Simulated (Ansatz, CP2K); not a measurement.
**One calculation of Tl, 3 ways**

```
Tl
1.0
     3.45600    0.00000    0.00000
    -1.72800    2.99298    0.00000
     0.00000    0.00000    5.52500
Tl
2
Direct
  0.66667 0.33333 0.75000
  0.33333 0.66667 0.25000
```

Alike in all runs: task single point; functional PBEsol; k mesh 9 × 9 × 5; occupations fermi-dirac, width 0.05 eV; no spin polarisation; no spin-orbit coupling. Pressure is positive in compression and, in plane waves, holds the error of the finite cutoff, which Ansatz's Pulay term estimates and takes out.

```tsv
program and potentials	plane-wave cutoff (eV)	notes	pressure (GPa)
Ansatz, Ansatz PAW	420	potentials made for PBE, which Ansatz adapts in part	?
CP2K, POTENTIAL_UZH Tl GTH-PBE-q13; TZVP-MOLOPT-PBE-GTH basis	-	atomic basis; potentials made for PBE	0.47
Ansatz, all-electron LAPW, scalar-relativistic	-	-	0.23
```

**Question.** Estimate from the other rows what the run with Ansatz, Ansatz PAW gave.

**Answer.** Pressure 0.22 GPa. Its pressure holds a Pulay term of +0.04 GPa. The other rows, which needn't bracket it: pressure 0.23 to 0.47.
